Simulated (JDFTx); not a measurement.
Crystal: Ag.

```
CELL_PARAMETERS angstrom
0.00000 2.04275 2.04275
2.04275 0.00000 2.04275
2.04275 2.04275 0.00000
ATOMIC_POSITIONS crystal
Ag 0.00000 0.00000 0.00000
```

```yaml
Program: JDFTx 1.7.0 (patched build)
Task: relaxation of cell and atoms
Functional: PBE
Potentials_or_basis: SG15-PBE-1.2 with smoothed tails
Cutoff: 1088 eV
Density_cutoff: 4354 eV
k_mesh: 6 × 6 × 6
Occupations: fermi-dirac, width 0.05 eV
Spin: no spin polarisation
```

At the start: pressure 5.4 GPa; volume 17.05 Å³/atom.

Problem. Where does the relaxation end?

Solution. Over 6 steps the energy falls by 14.7 meV/atom and the volume is 17.99 Å³/atom (+5.6 %); space group Fm-3m (No. 225, to 0.05 Å).

Step by step:
| step | energy change (eV) | largest force (eV/Å) | pressure (GPa) | volume (Å³) |
| --- | --- | --- | --- | --- |
| 1 | 0.0000 | 0.0000 | 5.40 | 17.05 |
| 2 | -0.0042 | 0.0000 | 4.45 | 17.19 |
| 3 | -0.0144 | 0.0000 | 0.67 | 17.85 |
| 4 | -0.0147 | 0.0000 | 0.14 | 17.96 |
| 5 | -0.0147 | 0.0000 | 0.02 | 17.99 |
| 6 | -0.0147 | 0.0000 | 0.00 | 17.99 |

Final structure:
```
Ag
1.0
     0.00000    2.07988    2.07988
     2.07988    0.00000    2.07988
     2.07988    2.07988    0.00000
Ag
1
Cartesian
  0.0000 0.0000 0.0000
```

Caveat: the k mesh is coarse (spacing up to 0.44 Å⁻¹), so the values aren't converged.
